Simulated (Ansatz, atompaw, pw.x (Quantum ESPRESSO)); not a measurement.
## Equation-of-state test of one PAW (atompaw) potential (Ga)

Ga, PAW, made with atompaw 4.2.0.5 (PBEsol, scalar-relativistic). Core [Ar] 3d10, reference 4s2 4p1. Waves: 4s (bound): rc 3.00 bohr; 4s channel at -0.2 Ry: rc 3.00 bohr; 4p (bound): rc 3.00 bohr; 4p channel at 1.6 Ry: rc 3.00 bohr. Local part: bessel scheme, radius 2.60 bohr. Core correction: smooth core density matched at 2.20 bohr. Augmentation charge: besselshape compensation charge, radius 2.46 bohr; PAW radius 3.00 bohr; waves and projectors: custom rrkj vanderbiltortho.

Atomic tests: cutoffs needed: 6 Ry and 6 Ry (the cutoffs (Ry, on a coarse ladder) from which the occupation-weighted sum of valence levels, in a spherical-Bessel basis at the reference potential, stays within 10 and 1 mRy of its value at 400 Ry); ghost test: no extra level below or beside the all-electron valence levels (s, p, d, f tested) (spherical-Bessel basis up to 400 Ry, 20 bohr box); lowest eigenvalue of the overlap operator: 0.48 (s channel).

Crystal test: fcc Ga in pw.x 7.5, no spin, 14³ k-points, Fermi–Dirac smearing 0.01 Ry, cutoffs 40/400 Ry. The reference is all-electron LAPW (Ansatz 0.2.0) with the same functional, mesh and smearing; V0 and B0 come from Birch–Murnaghan fits to the pressures at five volumes. Errors are pseudo minus all-electron; Δ is the rms difference of the E(V) curves that follow from these fits, minima aligned, over ±6 % about the mean V0. Mesh and smearing are coarse, so the numbers serve the comparison and aren't converged zero-temperature values; the lattice is a test structure that the element need not adopt.

All-electron: a0 = 4.140 Å (V0 = 17.74 Å³/atom), B0 = 60.2 GPa.

Q: How far does the potential miss the all-electron equation of state?

A: mean pressure error (GPa): -7.13. The pressure does not cross zero within the volumes sampled, so no fit is given. The largest radius (3.00 bohr) exceeds half the bond length (2.76 bohr), so the spheres overlap, which is one possible source of error among others. This is a poor potential for the solid.

| V (Å³/atom) | P all-electron (GPa) | P pseudo (GPa) |
| --- | --- | --- |
| 16.831 | 3.59 | -4.75 |
| 17.274 | 1.70 | -5.97 |
| 17.717 | 0.07 | -7.00 |
| 18.160 | -1.33 | -7.87 |
| 18.603 | -2.55 | -8.59 |

Q: At the middle volume, how do free energy and pressure move when the wave cutoff is lowered (ecutrho held at 400 Ry)?

A:

```csv
cutoff (Ry),shift of F (meV/atom),shift of P (GPa)
18,+0.1,-0.00
24,+0.0,-0.00
32,+0.0,+0.00
```

The 8 pw.x runs together took about 28 s on one core of a shared server CPU.
